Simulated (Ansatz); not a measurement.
Starting cell, SrF2 (fluorite):

```xyz
6
Lattice="0.0000 5.7906 5.7906 2.8953 0.0000 2.8953 2.8953 2.8953 0.0000" Properties=species:S:1:pos:R:3 pbc="T T T"
Sr     0.0000     0.0000     0.0000
Sr     2.8953     5.7906     2.8953
F      1.4477     1.4477     1.4477
F      1.4477     4.3430     4.3430
F      4.3430     4.3430     4.3430
F      4.3430     7.2383     7.2383
```

The atoms are displaced by Q × the pattern below (from a DFPT mode at L = (0.5, 0.0, 0.0), largest move 1; Q in Å), at fixed cell. (q is in reciprocal vectors of the primitive cell; the cell shown is doubled to hold the pattern.)

```csv
atom,x,y,z
Sr1,-0.577,0.577,0.577
Sr2,0.577,-0.577,-0.577
F3,-0.353,0.353,0.353
F4,0.353,-0.353,-0.353
F5,0.353,-0.353,-0.353
F6,-0.353,0.353,0.353
```

The numbers are results of r2SCAN (plane waves to 500 eV, PAW, scalar-relativistic; Ansatz, a quantum-chemistry and plane-wave program), not measurements. k mesh 5×10×10 (Γ-centred), Fermi-Dirac smearing 0.05 eV. The energy includes the smearing's −TS. SrF2 was relaxed with its symmetry unable to fall. ΔE is measured from the undisplaced structure.

The scan covers Q from -0.280 to 0.280 Å in 13 points.

Task: Is this a single well or a double well?

Result: A single well with its minimum at or next to zero displacement.

Task: Which space group does the distorted structure have?

Result: R-3m (No. 166), lowered from Fm-3m.

Task: What is the energy change at Q = 0.280 Å?

Result: 1511 meV/cell.

Task: What harmonic wavenumber does the curvature at Q = 0 give?

Result: 193 cm⁻¹.

(For displaced atoms, the force is minus the slope of the energy, and its curvature is a force constant, which sets phonon frequencies.)
